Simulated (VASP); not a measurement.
# MgB2 (P6/mmm) in VASP: settings compared, part 2 of 2

VASP 6.6.1.

## (3) Phonons, PBE

This run uses another cell than the first one, of 9.61 Å³/atom, 1.013 times its volume.

POSCAR

```
MgB2
1.0
    3.0711433126      0.0000000000      0.0000000000
   -1.5355716563      2.6596881274      0.0000000000
    0.0000000000      0.0000000000      3.5280815500
  Mg              B
     1     2
Direct
     0.0000000000000000    0.0000000000000000    0.0000000000000000
     0.3333333332999970    0.6666666667000030    0.5000000000000000
     0.6666666667000030    0.3333333332999970    0.5000000000000000
```

INCAR.step1

```
PREC = Accurate
ENCUT = 600
EDIFF = 1E-8
ISMEAR = 1
SIGMA = 0.2
LREAL = F
LASPH = T
NELM = 80
ALGO = Normal
ISIF = 3
LWAVE = F
LCHARG = F
GGA = PE
KPAR = 2
IBRION = 2
NSW = 40
EDIFFG = -0.002
```

INCAR.step2

```
PREC = Accurate
ENCUT = 600
EDIFF = 1E-8
ISMEAR = 1
SIGMA = 0.2
LREAL = F
LASPH = T
NELM = 80
ALGO = Normal
ISIF = 2
LWAVE = F
LCHARG = F
GGA = PE
KPAR = 2
IBRION = 6
NFREE = 2
POTIM = 0.015
NSW = 1
```

KPOINTS

```
Automatic mesh
0
Gamma
  21 21 16
```

Potentials or basis: VASP PAW PBE potentials, release 64 (Mg, B).

Launch:

```bash
$ cat potpaw_PBE.64/Mg/POTCAR potpaw_PBE.64/B/POTCAR > POTCAR
$ cp INCAR.step1 INCAR
$ mpirun -np 2 vasp_std > vasp.out
$ cp CONTCAR POSCAR
$ cp INCAR.step2 INCAR
$ mpirun -np 2 vasp_std > vasp.out
```

OUTCAR:

```text
PREC = Accurate
   ENCUT = 600
   EDIFF = 1E-8
   ISMEAR = 1
   LREAL = F
   LASPH = T
   NELM = 80
   ISIF = 2
   GGA = PE
   IBRION = 6
   NFREE = 2
   POTIM = 0.015
   NSW = 1

 ion  position               nearest neighbor table
   1  0.000  0.000  0.000-   2 2.50   3 2.50   2 2.50   3 2.50   3 2.50   3 2.50   2 2.50   2 2.50
                             3 2.50   3 2.50   2 2.50   2 2.50
   2  0.333  0.667  0.500-   3 1.77   3 1.77   3 1.77   1 2.50   1 2.50   1 2.50   1 2.50   1 2.50
                             1 2.50
   3  0.667  0.333  0.500-   2 1.77   2 1.77   2 1.77   1 2.50   1 2.50   1 2.50   1 2.50   1 2.50
                             1 2.50

  LATTYP: Found a hexagonal cell.
 ALAT       =     3.0740117455
 C/A-ratio  =     1.1448637227

  Lattice vectors:

 A1 = (   3.0740117455,   0.0000000000,   0.0000000000)
 A2 = (  -1.5370058728,   2.6621722632,   0.0000000000)
 A3 = (   0.0000000000,   0.0000000000,   3.5193245306)

Analysis of symmetry for initial positions (statically):
[... 765 lines left out ...]
  in kB        0.2797957      0.2797957      0.3240052      0.0000000      0.0000000      0.0000000
  external PRESSURE =       0.2945322 kB  Pullay stress =       0.0000000 kB
[... 18 lines left out ...]
  FREE ENERGIE OF THE ION-ELECTRON SYSTEM (eV)
  ---------------------------------------------------
  free  energy   TOTEN  =       -15.3240723981 eV

  energy  without entropy=      -15.3232582611  energy(sigma->0) =      -15.32380102

 INTERNAL STRAIN TENSORS FROM DISPLACED ATOMS
 ============================================

 INTERNAL STRAIN TENSOR FOR ION    1 for displacements in x,y,z  (eV/Angst):
          X           Y           Z          XY          YZ          ZX
  --------------------------------------------------------------------------------
  x     0.00000     0.00000     0.00000     0.00000     0.00000     0.00000
  y     0.00000     0.00000     0.00000     0.00000     0.00000     0.00000
  z     0.00000     0.00000     0.00000     0.00000     0.00000     0.00000

 INTERNAL STRAIN TENSOR FOR ION    3 for displacements in x,y,z  (eV/Angst):
          X           Y           Z          XY          YZ          ZX
  --------------------------------------------------------------------------------
  x     0.00000     0.00000     0.00000     3.07821     0.00000     0.00000
  y     3.07821    -3.07821     0.00000     0.00000     0.00000     0.00000
  z     0.00000     0.00000     0.00000     0.00000     0.00000     0.00000

 Eigenvectors and eigenvalues of the dynamical matrix
 ----------------------------------------------------

   1 f  =   20.584749 THz   129.337793 2PiTHz  686.633321 cm-1    85.131643 meV
             X         Y         Z           dx          dy          dz
      0.000000  0.000000  0.000000    -0.000000    0.000000    0.000000
     -0.000000  1.774782  1.759662    -0.000000    0.000000   -0.707107
      1.537006  0.887391  1.759662     0.000000   -0.000000    0.707107
[... 43 lines left out ...]
   9 f/i=    0.000745 THz     0.004683 2PiTHz    0.024863 cm-1     0.003083 meV
             X         Y         Z           dx          dy          dz
      0.000000  0.000000  0.000000    -0.574361    0.446369    0.000000
     -0.000000  1.774782  1.759662    -0.383120    0.297744    0.000000
      1.537006  0.887391  1.759662    -0.383120    0.297744    0.000000

 ELASTIC MODULI CONTR FROM IONIC RELAXATION (kBar)
 Direction    XX          YY          ZZ          XY          YZ          ZX
 --------------------------------------------------------------------------------
 XX         -84.3608     84.3608      0.0000     -0.0000      0.0000      0.0000
 YY          84.3608    -84.3608      0.0000      0.0000      0.0000      0.0000
 ZZ           0.0000      0.0000      0.0000      0.0000      0.0000      0.0000
 XY          -0.0000      0.0000      0.0000    -84.3608      0.0000      0.0000
 YZ           0.0000      0.0000      0.0000      0.0000      0.0000      0.0000
 ZX           0.0000      0.0000      0.0000      0.0000      0.0000      0.0000
 --------------------------------------------------------------------------------
```

OUTCAR.step1:

```text
PREC = Accurate
   ENCUT = 600
   EDIFF = 1E-8
   ISMEAR = 1
   LREAL = F
   LASPH = T
   NELM = 80
   ISIF = 3
[... 602 lines left out ...]
  -------------------------------------------------------------------------------------
  Total        0.0035948      0.0035948      0.0053885      0.0000000     -0.0000000      0.0000000
  in kB        0.1999767      0.1999767      0.2997647      0.0000000     -0.0000000      0.0000000
  external PRESSURE =       0.2332394 kB  Pullay stress =       0.0000000 kB
[... 18 lines left out ...]
  FREE ENERGIE OF THE ION-ELECTRON SYSTEM (eV)
  ---------------------------------------------------
  free  energy   TOTEN  =       -15.3253229903 eV

  energy  without entropy=      -15.3245040380  energy(sigma->0) =      -15.32505001

 reached required accuracy - stopping structural energy minimisation
```

OSZICAR.step1:

```text
N       E                     dE             d eps       ncg     rms          rms(c)
DAV:   1     0.922336367215E+01    0.92234E+01   -0.43078E+03  7304   0.954E+02
DAV:   2    -0.167021078504E+02   -0.25925E+02   -0.24814E+02  9992   0.120E+02
DAV:   3    -0.170493063382E+02   -0.34720E+00   -0.34448E+00  9056   0.168E+01
[... 30 lines left out ...]
DAV:   2    -0.153253238529E+02    0.11471E-04   -0.27310E-05  9432   0.333E-02    0.607E-03
DAV:   3    -0.153253227851E+02    0.10678E-05   -0.61371E-06  8840   0.144E-02    0.124E-03
DAV:   4    -0.153253229484E+02   -0.16337E-06   -0.98289E-08  7864   0.271E-03    0.316E-04
DAV:   5    -0.153253229994E+02   -0.50976E-07   -0.41437E-09  6304   0.447E-04    0.528E-05
DAV:   6    -0.153253229903E+02    0.90766E-08   -0.14928E-10  3760   0.121E-04
   4 F= -.15325323E+02 E0= -.15325050E+02  d E =-.165771E-04
```

Wall time 8 min (2 MPI ranks of AMD EPYC 9R45 (Zen 5), shared host); peak memory 1.1 GiB.

Results:

```yaml
Relaxed_volume: 9.60 Å³/atom
Relaxed_cell: a = 3.074 Å, b = 3.074 Å, c = 3.519 Å, α = 90.00°, β = 90.00°, γ = 120.00°
Space_group_after_relaxing_to_0.05_Å: P6/mmm (No. 191)
Highest_phonon_frequency_at_Γ_LO-TO_splitting_left_out: 687 cm⁻¹
```

Step by step:
```tsv
step	energy change (eV)	largest force (eV/Å)	pressure (GPa)	volume (Å³)
1	0.0000	0.0000	0.07	28.82
2	-0.0002	0.0000	-0.13	28.84
3	-0.0002	0.0000	-0.15	28.84
4	-0.0002	0.0000	0.02	28.80
```

Final structure:
```yaml
crystal:
  lattice:
    - [3.07401, 0.00000, 0.00000]
    - [-1.53701, 2.66217, 0.00000]
    - [0.00000, 0.00000, 3.51932]
  atoms:
    - { symbol: Mg, position: [0.00000, 0.00000, 0.00000] }
    - { symbol: B, position: [0.33333, 0.66667, 0.50000] }
    - { symbol: B, position: [0.66667, 0.33333, 0.50000] }
```

Phonon frequencies in cm⁻¹ (negative: imaginary):
| q point | frequencies |
| --- | --- |
| (0.000, 0.000, 0.000) | 0 0 0 334 334 401 561 561 687 |

## (4) Phonons, LDA

This run uses another cell than the first one, of 9.16 Å³/atom, 0.966 times its volume.

POSCAR

```
MgB2
1.0
    3.0294058635      0.0000000000      0.0000000000
   -1.5147029317      2.6235424362      0.0000000000
    0.0000000000      0.0000000000      3.4581121320
  Mg              B
     1     2
Direct
     0.0000000000000000    0.0000000000000000    0.0000000000000000
     0.3333333332999970    0.6666666667000030    0.5000000000000000
     0.6666666667000030    0.3333333332999970    0.5000000000000000
```

INCAR.step1

```
PREC = Accurate ; ENCUT = 600
EDIFF = 1E-8 ; ISMEAR = 1
SIGMA = 0.2 ; LREAL = F
LASPH = T ; NELM = 80
ALGO = Normal ; ISIF = 3
LWAVE = F ; LCHARG = F
GGA = CA ; KPAR = 2
IBRION = 2 ; NSW = 40
EDIFFG = -0.002
```

INCAR.step2

```
PREC = Accurate ; ENCUT = 600
EDIFF = 1E-8 ; ISMEAR = 1
SIGMA = 0.2 ; LREAL = F
LASPH = T ; NELM = 80
ALGO = Normal ; ISIF = 2
LWAVE = F ; LCHARG = F
GGA = CA ; KPAR = 2
IBRION = 6 ; NFREE = 2
POTIM = 0.015 ; NSW = 1
```

KPOINTS is that of step 3.

Potentials or basis: VASP PAW LDA potentials, release 64 (Mg, B).

Launch:

```bash
$ cat potpaw_LDA.64/Mg/POTCAR potpaw_LDA.64/B/POTCAR > POTCAR
$ cp INCAR.step1 INCAR
$ mpirun -np 2 vasp_std > vasp.out
$ cp CONTCAR POSCAR
$ cp INCAR.step2 INCAR
$ mpirun -np 2 vasp_std > vasp.out
```

OUTCAR:

```text
PREC = Accurate
   ENCUT = 600
   EDIFF = 1E-8
   ISMEAR = 1
   LREAL = F
   LASPH = T
   NELM = 80
   ISIF = 2
   GGA = CA
   IBRION = 6
   NFREE = 2
   POTIM = 0.015
   NSW = 1

 ion  position               nearest neighbor table
   1  0.000  0.000  0.000-   2 2.46   3 2.46   2 2.46   3 2.46   3 2.46   3 2.46   2 2.46   2 2.46
                             3 2.46   3 2.46   2 2.46   2 2.46
   2  0.333  0.667  0.500-   3 1.75   3 1.75   3 1.75   1 2.46   1 2.46   1 2.46   1 2.46   1 2.46
                             1 2.46
   3  0.667  0.333  0.500-   2 1.75   2 1.75   2 1.75   1 2.46   1 2.46   1 2.46   1 2.46   1 2.46
                             1 2.46
[... 813 lines left out ...]
          X           Y           Z          XY          YZ          ZX
  --------------------------------------------------------------------------------
  x     0.00000    -0.00000    -0.00000     3.90198     0.00000     0.00000
  y     3.90198    -3.90198     0.00000    -0.00000     0.00000     0.00000
  z     0.00000     0.00000     0.00000    -0.00000     0.00000     0.00000

 Eigenvectors and eigenvalues of the dynamical matrix
 ----------------------------------------------------

   1 f  =   21.288505 THz   133.759624 2PiTHz  710.108103 cm-1    88.042144 meV
             X         Y         Z           dx          dy          dz
      0.000000  0.000000  0.000000     0.000000    0.000000   -0.000000
     -0.000000  1.751342  1.723048     0.000000    0.000000   -0.707107
      1.516707  0.875671  1.723048    -0.000000   -0.000000    0.707107
[... 43 lines left out ...]
   9 f/i=    0.000960 THz     0.006034 2PiTHz    0.032035 cm-1     0.003972 meV
             X         Y         Z           dx          dy          dz
      0.000000  0.000000  0.000000     0.671336   -0.280047    0.000000
     -0.000000  1.751342  1.723048     0.447821   -0.186808    0.000000
      1.516707  0.875671  1.723048     0.447821   -0.186808    0.000000

 ELASTIC MODULI CONTR FROM IONIC RELAXATION (kBar)
 Direction    XX          YY          ZZ          XY          YZ          ZX
 --------------------------------------------------------------------------------
 XX        -120.7260    120.7260     -0.0000     -0.0000     -0.0000      0.0000
 YY         120.7260   -120.7260      0.0000     -0.0000      0.0000      0.0000
 ZZ          -0.0000      0.0000     -0.0000      0.0000     -0.0000      0.0000
 XY          -0.0000     -0.0000      0.0000   -120.7260      0.0000      0.0000
 YZ          -0.0000      0.0000     -0.0000      0.0000     -0.0000      0.0000
 ZX           0.0000      0.0000      0.0000      0.0000      0.0000      0.0000
 --------------------------------------------------------------------------------
```

OSZICAR.step1:

```text
N       E                     dE             d eps       ncg     rms          rms(c)
DAV:   1     0.661013837131E+01    0.66101E+01   -0.43555E+03  7304   0.956E+02
DAV:   2    -0.189453362888E+02   -0.25555E+02   -0.24388E+02 10048   0.123E+02
DAV:   3    -0.192609055455E+02   -0.31557E+00   -0.31457E+00  8936   0.163E+01
[... 34 lines left out ...]
       N       E                     dE             d eps       ncg     rms          rms(c)
DAV:   1    -0.172894684456E+02   -0.27980E-05   -0.36453E-05  8672   0.601E-02    0.428E-03
DAV:   2    -0.172894675532E+02    0.89238E-06   -0.20700E-06  9288   0.922E-03    0.161E-03
DAV:   3    -0.172894674458E+02    0.10742E-06   -0.43649E-07  8768   0.393E-03    0.335E-04
DAV:   4    -0.172894674421E+02    0.37456E-08   -0.68797E-09  6008   0.692E-04
   5 F= -.17289467E+02 E0= -.17289326E+02  d E =-.301280E-04
```

Wall time 6 min (2 MPI ranks of AMD EPYC 9R45 (Zen 5), shared host); peak memory 0.99 GiB.

Results:

- Relaxed volume: 9.15 Å³/atom
- Relaxed cell: a = 3.033 Å, b = 3.033 Å, c = 3.446 Å, α = 90.00°, β = 90.00°, γ = 120.00°
- Space group after relaxing (to 0.05 Å): P6/mmm (No. 191)
- Highest phonon frequency at Γ, LO-TO splitting left out: 710 cm⁻¹

Step by step:
| step | energy change (eV) | largest force (eV/Å) | pressure (GPa) | volume (Å³) |
| --- | --- | --- | --- | --- |
| 1 | 0.0000 | 0.0000 | 0.07 | 27.48 |
| 2 | -0.0003 | 0.0000 | -0.19 | 27.50 |
| 3 | -0.0003 | 0.0000 | -0.23 | 27.50 |
| 4 | -0.0004 | 0.0000 | 0.06 | 27.45 |
| 5 | -0.0004 | 0.0000 | 0.00 | 27.46 |

Final structure:
```
Mg B
1.0
     3.03341    0.00000    0.00000
    -1.51671    2.62701    0.00000
     0.00000    0.00000    3.44610
Mg B
1 2
Direct
  0.00000 0.00000 0.00000
  0.33333 0.66667 0.50000
  0.66667 0.33333 0.50000
```

Phonon frequencies in cm⁻¹ (negative: imaginary):
```csv
q point,frequencies
"(0.000, 0.000, 0.000)",0 0 0 353 353 422 608 608 710
```
